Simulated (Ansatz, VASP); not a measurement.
## Two plane-wave programs on As

```
CELL_PARAMETERS angstrom
3.17988 0.00000 0.00000
-1.58994 2.75385 0.00000
0.00000 0.00000 4.84498
ATOMIC_POSITIONS crystal
As 0.33333 0.66667 0.25000
As 0.66667 0.33333 0.75000
```

Alike in both runs: task single point; functional RPBE; k mesh 13 × 13 × 8; occupations fermi-dirac, width 0.1 eV; no spin polarisation.

```csv
,VASP,Ansatz
version,VASP 6.6.1,Ansatz 0.2.0
potentials or method,"VASP PAW PBE potentials, release 64 (As)","plane waves (420 eV) with PAW, scalar-relativistic"
plane-wave cutoff (eV),520,420
valence electrons in the cell,10,30
```

```tsv
	VASP	Ansatz	Ansatz less VASP
pressure (GPa)	-4.6	-4.6	+0.04
largest component of the traceless stress (GPa)	0.31	0.30	-0.004
```

The two sets of potentials don't hold the same shells in valence.

Caveats: the PAW data sets were made with another functional, which shifts forces and pressure a little (VASP).
